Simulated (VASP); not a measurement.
Set up this calculation in VASP 6.6.1, as the native input.

```
Task                      : relaxation of the atoms
Functional                : PBE
Dispersion                : dDsC
Potentials or basis       : VASP PAW PBE potentials, release 64 (Se, Cd)
Cutoff                    : 520 eV
k mesh                    : 7 × 7 × 1
Occupations               : gaussian, width 0.05 eV
Spin                      : no spin polarisation
Dipole correction         : yes
Atoms held fixed (from 0) : [0, 4, 1, 5]
Further INCAR settings    : ALGO = Normal; EDIFF = 1e-07; IBRION = 2; EDIFFG = -0.02; NSW = 60
```

The structure of CdSe lies in POSCAR:

```
CdSe
1.0
    4.2984999142      0.0000000000      0.0000000000
   -2.1492499571      3.7226101239      0.0000000000
    0.0000000000      0.0000000000     26.3997000000
Se Cd
4 4
Selective dynamics
Direct
    0.6666666667      0.3333333334      0.2840941374  F F F
    0.3333333333      0.6666666666      0.4169592836  F F F
    0.6666666667      0.3333333334      0.5498244298  T T T
    0.3333333333      0.6666666666      0.6826895760  T T T
    0.3333333333      0.6666666666      0.3173104240  F F F
    0.6666666667      0.3333333334      0.4501755702  F F F
    0.3333333333      0.6666666666      0.5830407164  T T T
    0.6666666667      0.3333333334      0.7159058626  T T T
```

The cell isn't the ideal one: the (0 0 1) slab of CdSe, cut from the database cell, not relaxed.

The input as run:

INCAR

```
  ALGO = Normal
  DIPOL = 0.5 0.5 0.500
  EDIFF = 1E-7
  EDIFFG = -0.02
  ENCUT = 520
  GGA = PE
  IBRION = 2
  IDIPOL = 3
  ISIF = 2
  ISMEAR = 0
  IVDW = 4
  LASPH = True
  LCHARG = False
  LDIPOL = True
  LREAL = False
  LWAVE = False
  NELM = 60
  NSW = 60
  PREC = Accurate
  SIGMA = 0.05
```

KPOINTS

```
k-points
0
Gamma
  7 7 1
```

Potentials or basis: VASP PAW PBE potentials, release 64 (Se, Cd).

Run with:

```bash
$ cat potpaw_PBE.64/Se/POTCAR potpaw_PBE.64/Cd/POTCAR > POTCAR
$ mpirun -np 1 vasp_std > vasp.out
```

It gave:

| Item | Value |
| --- | --- |
| Energy gained by relaxing | 16.6 meV/atom |
| Ionic steps | 17 |
| Band gap on the k mesh | none (metal or under the smearing width) |
| Hirshfeld charges | Se -0.27, -0.29, -0.31, -0.30; Cd +0.29, +0.30, +0.28 e |
| Dispersion energy per atom | -0.181 eV |

Wall time 27 min on 1 thread of AMD EPYC 9R45 96-Core Processor (Zen 5), on a shared host, peak memory 0.55 GiB.
